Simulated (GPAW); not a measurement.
# MgS (Niningerite) (Fm-3m) in GPAW: further runs, part 2 of 2

GPAW 26.7.0. The steps go on from the part before.

**6. Relaxation of cell and atoms, PBEsol+D3(BJ)+ATM**

Input file run.py:

```python
from ase.calculators.mixing import SumCalculator
from ase.filters import FrechetCellFilter
from ase.io import read, write
from ase.optimize import BFGS
from dftd3.ase import DFTD3
from gpaw import GPAW, PW, setup_paths

setup_paths.insert(0, '.')

atoms = read('MgS.xyz')

calc = GPAW(mode=PW(800),
            xc='PBEsol',
            kpts={'size': (9, 9, 9), 'gamma': True},
            occupations={'name': 'fermi-dirac', 'width': 0.05},
            nbands=16,
            convergence={'density': 1e-05, 'forces': 0.0001},
            maxiter=150,
            txt='gpaw.txt')
atoms.calc = SumCalculator([calc, DFTD3(damping='d3bj', params_tweaks=dict(method='pbesol', atm=True))])
opt = BFGS(FrechetCellFilter(atoms), trajectory='relax.traj', logfile='-')
done = opt.run(fmax=0.02, steps=60)
calc.write('gs.gpw')
write('result.traj', atoms)
print('Converged:', done)
print('Cell:', atoms.cell.cellpar().round(4))
print('Volume:', round(atoms.get_volume(), 4))
print(atoms.get_scaled_positions().round(5))
```

Input file MgS.xyz:

```xyz
2
Lattice="0.0000000000 2.6016500000 2.6016500000 2.6016500000 0.0000000000 2.6016500000 2.6016500000 2.6016500000 0.0000000000" Properties=species:S:1:pos:R:3 pbc="T T T"
S      2.6016500000      2.6016500000      2.6016500000
Mg     0.0000000000      0.0000000000      0.0000000000
```

Potentials or basis: PAW data sets generated in the run's folder for this functional, pw.

Started as:

```sh
gpaw-setup -f PBEsol Mg S
OMP_NUM_THREADS=1 python run.py
```

gpaw.txt:

```text
__  _  _
 | _ |_)|_||  |
 |__||  | ||/\| - 26.7.0

Input parameters:
  mode=PW(ecut=800.0),
  convergence={'density': 1e-05, 'forces': 0.0001},
  kpts=MonkhorstPack(size=(9, 9, 9), gamma=True),
  maxiter=150,
  nbands=16,
  occupations=Occupations(name='fermi-dirac', width=0.05),
  xc=XC(name='PBEsol')

Diagonalizing LCAO Hamiltonian
Converting LCAO to pw mode

               S

       Mg

Atoms  # Å, Bohr magnetons
|   | symbol |        x |        y |        z |    initial magnetic moments |
|---|--------|----------|----------|----------|-----------------------------|
| 0 |      S | 2.601650 | 2.601650 | 2.601650 | ( 0.0000,  0.0000,  0.0000) |
| 1 |     Mg | 0.000000 | 0.000000 | 0.000000 | ( 0.0000,  0.0000,  0.0000) |

Unit cell  # Å
| periodic |        x |        y |        z |  lengths |    angles |
|----------|----------|----------|----------|----------|-----------|
|      yes | 0.000000 | 2.601650 | 2.601650 | 3.679289 | 60.000000 |
|      yes | 2.601650 | 0.000000 | 2.601650 | 3.679289 | 60.000000 |
|      yes | 2.601650 | 2.601650 | 0.000000 | 3.679289 | 60.000000 |

Number of symmetries: 48
Symmetry operations  # r_c * U_cc + t_c -> r_c
|    | kind |            matrix            |
|----|------|------------------------------|
|  0 |  σ   |  1, 0, 0,  1, 0,-1,  1,-1, 0 |
|  1 |  C2  |  1, 0, 0,  1,-1, 0,  1, 0,-1 |
|  2 |  E   |  1, 0, 0,  0, 1, 0,  0, 0, 1 |
|  3 |  σ   |  1, 0, 0,  0, 0, 1,  0, 1, 0 |
|  4 |  C4  |  1, 0,-1,  1, 0, 0,  1,-1, 0 |
|  5 |  S6  |  1, 0,-1,  1,-1, 0,  1, 0, 0 |
|  6 |  σ   |  1, 0,-1,  0, 1,-1,  0, 0,-1 |
|  7 |  C3  |  1, 0,-1,  0, 0,-1,  0, 1,-1 |
|  8 |  S6  |  1,-1, 0,  1, 0, 0,  1, 0,-1 |
|  9 |  C4  |  1,-1, 0,  1, 0,-1,  1, 0, 0 |
| 10 |  C3  |  1,-1, 0,  0,-1, 1,  0,-1, 0 |
| 11 |  σ   |  1,-1, 0,  0,-1, 0,  0,-1, 1 |
| 12 |  σ   |  0, 1, 0,  1, 0, 0,  0, 0, 1 |
| 13 |  C4  |  0, 1, 0,  0, 1,-1, -1, 1, 0 |
| 14 |  C3  |  0, 1, 0,  0, 0, 1,  1, 0, 0 |
| 15 |  S6  |  0, 1, 0, -1, 1, 0,  0, 1,-1 |
| 16 |  C2  |  0, 1,-1,  1, 0,-1,  0, 0,-1 |
| 17 |  σ   |  0, 1,-1,  0, 1, 0, -1, 1, 0 |
| 18 |  S4  |  0, 1,-1,  0, 0,-1,  1, 0,-1 |
| 19 |  C4  |  0, 1,-1, -1, 1, 0,  0, 1, 0 |
| 20 |  C3  |  0, 0, 1,  1, 0, 0,  0, 1, 0 |
| 21 |  σ   |  0, 0, 1,  0, 1, 0,  1, 0, 0 |
[... 196 lines left out ...]
|          2 |       -36.870 |     2.000 |
|          3 |       -36.870 |     2.000 |
|          4 |        -8.103 |     2.000 |
|          5 |         4.579 |     2.000 |
[... 8 lines left out ...]
|         14 |        16.884 |     0.000 |
|         15 |        17.730 |     0.000 |

Gap: 2.843 eV
Transition (v -> c):
  (s=0, k=0, n=7, [0.00, 0.00, 0.00]) -> (s=0, k=30, n=8, [0.44, 0.44, 0.00])
Direct/indirect transitions are different
Direct gap: 3.596 eV
Transition at: (s=0, k=0, n=7, [0.00, 0.00, 0.00])

Stress tensor  # eV/Ang^3
|        x |        y |        z |
|----------|----------|----------|
| 0.005630 | 0.000000 | 0.000000 |
| 0.000000 | 0.005630 | 0.000000 |
| 0.000000 | 0.000000 | 0.005630 |

Forces  # eV/Ang
|       x |       y |        z |
|---------|---------|----------|
| 0.00000 | 0.00000 | -0.00000 |  # S    0
| 0.00000 | 0.00000 |  0.00000 |  # Mg   1

Interpolating wave functions to new cell

               S

       Mg

Atoms  # Å, Bohr magnetons
|   | symbol |         x |         y |         z |    initial magnetic moments |
|---|--------|-----------|-----------|-----------|-----------------------------|
| 0 |      S |  2.594877 |  2.594877 |  2.594877 | ( 0.0000,  0.0000,  0.0000) |
| 1 |     Mg | -0.000000 | -0.000000 | -0.000000 | ( 0.0000,  0.0000,  0.0000) |

Unit cell  # Å
| periodic |         x |         y |         z |  lengths |    angles |
|----------|-----------|-----------|-----------|----------|-----------|
|      yes | -0.000000 |  2.594877 |  2.594877 | 3.669710 | 60.000000 |
|      yes |  2.594877 | -0.000000 |  2.594877 | 3.669710 | 60.000000 |
|      yes |  2.594877 |  2.594877 | -0.000000 | 3.669710 | 60.000000 |

Number of symmetries: 48
Symmetry operations  # r_c * U_cc + t_c -> r_c
|    | kind |            matrix            |
|----|------|------------------------------|
|  0 |  σ   |  1, 0, 0,  1, 0,-1,  1,-1, 0 |
|  1 |  C2  |  1, 0, 0,  1,-1, 0,  1, 0,-1 |
|  2 |  E   |  1, 0, 0,  0, 1, 0,  0, 0, 1 |
|  3 |  σ   |  1, 0, 0,  0, 0, 1,  0, 1, 0 |
|  4 |  C4  |  1, 0,-1,  1, 0, 0,  1,-1, 0 |
|  5 |  S6  |  1, 0,-1,  1,-1, 0,  1, 0, 0 |
|  6 |  σ   |  1, 0,-1,  0, 1,-1,  0, 0,-1 |
|  7 |  C3  |  1, 0,-1,  0, 0,-1,  0, 1,-1 |
|  8 |  S6  |  1,-1, 0,  1, 0, 0,  1, 0,-1 |
|  9 |  C4  |  1,-1, 0,  1, 0,-1,  1, 0, 0 |
| 10 |  C3  |  1,-1, 0,  0,-1, 1,  0,-1, 0 |
| 11 |  σ   |  1,-1, 0,  0,-1, 0,  0,-1, 1 |
| 12 |  σ   |  0, 1, 0,  1, 0, 0,  0, 0, 1 |
| 13 |  C4  |  0, 1, 0,  0, 1,-1, -1, 1, 0 |
| 14 |  C3  |  0, 1, 0,  0, 0, 1,  1, 0, 0 |
| 15 |  S6  |  0, 1, 0, -1, 1, 0,  0, 1,-1 |
| 16 |  C2  |  0, 1,-1,  1, 0,-1,  0, 0,-1 |
| 17 |  σ   |  0, 1,-1,  0, 1, 0, -1, 1, 0 |
| 18 |  S4  |  0, 1,-1,  0, 0,-1,  1, 0,-1 |
| 19 |  C4  |  0, 1,-1, -1, 1, 0,  0, 1, 0 |
| 20 |  C3  |  0, 0, 1,  1, 0, 0,  0, 1, 0 |
| 21 |  σ   |  0, 0, 1,  0, 1, 0,  1, 0, 0 |
[... 194 lines left out ...]
|          2 |       -36.776 |     2.000 |
|          3 |       -36.776 |     2.000 |
|          4 |        -8.070 |     2.000 |
|          5 |         4.657 |     2.000 |
[... 8 lines left out ...]
|         14 |        16.980 |     0.000 |
|         15 |        17.874 |     0.000 |

Gap: 2.859 eV
Transition (v -> c):
  (s=0, k=0, n=7, [0.00, 0.00, 0.00]) -> (s=0, k=30, n=8, [0.44, 0.44, 0.00])
Direct/indirect transitions are different
Direct gap: 3.657 eV
Transition at: (s=0, k=0, n=7, [0.00, 0.00, 0.00])

Stress tensor  # eV/Ang^3
|        x |         y |         z |
|----------|-----------|-----------|
| 0.001914 |  0.000000 |  0.000000 |
| 0.000000 |  0.001914 | -0.000000 |
| 0.000000 | -0.000000 |  0.001914 |

Forces  # eV/Ang
|       x |        y |        z |
|---------|----------|----------|
| 0.00000 | -0.00000 | -0.00000 |  # S    0
| 0.00000 |  0.00000 | -0.00000 |  # Mg   1

Interpolating wave functions to new cell

               S

       Mg

Atoms  # Å, Bohr magnetons
|   | symbol |        x |        y |        z |    initial magnetic moments |
|---|--------|----------|----------|----------|-----------------------------|
| 0 |      S | 2.563131 | 2.563131 | 2.563131 | ( 0.0000,  0.0000,  0.0000) |
| 1 |     Mg | 0.000000 | 0.000000 | 0.000000 | ( 0.0000,  0.0000,  0.0000) |

Unit cell  # Å
| periodic |        x |        y |        z |  lengths |    angles |
|----------|----------|----------|----------|----------|-----------|
|      yes | 0.000000 | 2.563131 | 2.563131 | 3.624815 | 60.000000 |
|      yes | 2.563131 | 0.000000 | 2.563131 | 3.624815 | 60.000000 |
|      yes | 2.563131 | 2.563131 | 0.000000 | 3.624815 | 60.000000 |

Number of symmetries: 48
Symmetry operations  # r_c * U_cc + t_c -> r_c
|    | kind |            matrix            |
|----|------|------------------------------|
|  0 |  σ   |  1, 0, 0,  1, 0,-1,  1,-1, 0 |
|  1 |  C2  |  1, 0, 0,  1,-1, 0,  1, 0,-1 |
|  2 |  E   |  1, 0, 0,  0, 1, 0,  0, 0, 1 |
|  3 |  σ   |  1, 0, 0,  0, 0, 1,  0, 1, 0 |
|  4 |  C4  |  1, 0,-1,  1, 0, 0,  1,-1, 0 |
|  5 |  S6  |  1, 0,-1,  1,-1, 0,  1, 0, 0 |
|  6 |  σ   |  1, 0,-1,  0, 1,-1,  0, 0,-1 |
|  7 |  C3  |  1, 0,-1,  0, 0,-1,  0, 1,-1 |
|  8 |  S6  |  1,-1, 0,  1, 0, 0,  1, 0,-1 |
|  9 |  C4  |  1,-1, 0,  1, 0,-1,  1, 0, 0 |
| 10 |  C3  |  1,-1, 0,  0,-1, 1,  0,-1, 0 |
| 11 |  σ   |  1,-1, 0,  0,-1, 0,  0,-1, 1 |
| 12 |  σ   |  0, 1, 0,  1, 0, 0,  0, 0, 1 |
| 13 |  C4  |  0, 1, 0,  0, 1,-1, -1, 1, 0 |
| 14 |  C3  |  0, 1, 0,  0, 0, 1,  1, 0, 0 |
| 15 |  S6  |  0, 1, 0, -1, 1, 0,  0, 1,-1 |
| 16 |  C2  |  0, 1,-1,  1, 0,-1,  0, 0,-1 |
| 17 |  σ   |  0, 1,-1,  0, 1, 0, -1, 1, 0 |
| 18 |  S4  |  0, 1,-1,  0, 0,-1,  1, 0,-1 |
| 19 |  C4  |  0, 1,-1, -1, 1, 0,  0, 1, 0 |
| 20 |  C3  |  0, 0, 1,  1, 0, 0,  0, 1, 0 |
| 21 |  σ   |  0, 0, 1,  0, 1, 0,  1, 0, 0 |
[... 195 lines left out ...]
|          2 |       -36.329 |     2.000 |
|          3 |       -36.329 |     2.000 |
|          4 |        -7.916 |     2.000 |
|          5 |         5.030 |     2.000 |
[... 8 lines left out ...]
|         14 |        17.439 |     0.000 |
|         15 |        18.568 |     0.000 |

Gap: 2.934 eV
Transition (v -> c):
  (s=0, k=0, n=7, [0.00, 0.00, 0.00]) -> (s=0, k=30, n=8, [0.44, 0.44, 0.00])
Direct/indirect transitions are different
Direct gap: 3.954 eV
Transition at: (s=0, k=0, n=7, [0.00, 0.00, 0.00])

Stress tensor  # eV/Ang^3
|         x |         y |         z |
|-----------|-----------|-----------|
| -0.017314 |  0.000000 |  0.000000 |
|  0.000000 | -0.017314 |  0.000000 |
|  0.000000 |  0.000000 | -0.017314 |

Forces  # eV/Ang
|        x |       y |        z |
|----------|---------|----------|
|  0.00000 | 0.00000 | -0.00000 |  # S    0
| -0.00000 | 0.00000 |  0.00000 |  # Mg   1

# Writing to gs.gpw (mode='')
```

Run time: 54 s. Hardware: 1 thread of Arm Neoverse V1, shared host; peak memory 0.22 GiB.

Results:

| Quantity | Value |
| --- | --- |
| Free energy | -9.7484 eV |
| Relaxed volume | 16.84 Å³/atom |
| Relaxed cell | a = 3.625 Å, b = 3.625 Å, c = 3.625 Å, α = 60.00°, β = 60.00°, γ = 60.00° |
| Space group after relaxing (to 0.05 Å) | Fm-3m (No. 225) |
| Energy gained by relaxing | 7.8 meV/atom |
| Ionic steps | 3 |
| Pressure after relaxing | 0.1 GPa |
| Band gap on the k mesh | 2.93 eV, indirect (least direct gap 3.95 eV) |
| Dispersion energy per atom | -0.292 eV |

The path:
```csv
step,energy change (eV),largest force (eV/Å),pressure (GPa),volume (Å³)
1,0.0000,0.0000,-3.32,35.22
2,-0.0052,0.0000,-2.76,34.94
3,-0.0156,0.0000,0.14,33.68
```

Final structure:
```xyz
2
Lattice="0.0000 2.5631 2.5631 2.5631 0.0000 2.5631 2.5631 2.5631 0.0000" Properties=species:S:1:pos:R:3 pbc="T T T"
S     2.5631    2.5631    2.5631
Mg    0.0000    0.0000    0.0000
```

Caveat: later steps reuse the first step's grids; an odd mesh through Γ misses points on the zone boundary, where band edges often lie. As with any semilocal functional, this PBEsol gap is likely too small.

**7. Overview**

| task | level | potentials or basis | cell | k mesh | cutoff (eV) | maxiter | convergence | data set | optimizer | fmax | gap on the mesh (eV) | pressure (GPa) | relaxed volume (Å³/atom) |
| --- | --- | --- | --- | --- | --- | --- | --- | --- | --- | --- | --- | --- | --- |
| single point | r2SCAN | GPAW PAW data sets (gpaw-data 1.2.1), newer versions, pw | as given | 7 × 7 × 7 | 650 | 120 | default | S v3 | - | - | 3.70 | 0.1 | - |
| relaxation of cell and atoms | PBEsol | PAW data sets generated in the run's folder for this functional, pw | relaxed | 9 × 9 × 9 | 800 | 150 | density=1e-05 forces=0.0001 | - | BFGS | 0.02 eV/Å | 2.87 | 0.0 | 17.40 |
| relaxation of cell and atoms | PBEsol+D3 | PAW data sets generated in the run's folder for this functional, pw | relaxed | 9 × 9 × 9 | 800 | 150 | density=1e-05 forces=0.0001 | - | BFGS | 0.02 eV/Å | 2.90 | 0.0 | 17.13 |
| relaxation of cell and atoms | PBEsol+D3(BJ) | PAW data sets generated in the run's folder for this functional, pw | relaxed | 9 × 9 × 9 | 800 | 150 | density=1e-05 forces=0.0001 | - | BFGS | 0.02 eV/Å | 2.95 | 0.2 | 16.74 |
| relaxation of cell and atoms | PBEsol+D3(BJ)+ATM | PAW data sets generated in the run's folder for this functional, pw | relaxed | 9 × 9 × 9 | 800 | 150 | density=1e-05 forces=0.0001 | - | BFGS | 0.02 eV/Å | 2.93 | 0.1 | 16.84 |

Alike in all rows: no spin polarisation; smearing fermi-dirac 0.05 eV.

Caveats: an odd mesh through Γ misses points on the zone boundary, where band edges often lie; later steps reuse the first step's grids (some runs); the cutoff is short for stress and forces, so pressures can be off by a GPa or more (some runs); the PAW data sets were made with another functional, which shifts forces and pressure a little (some runs).

Absolute energies hang on the potentials; compare differences alone.
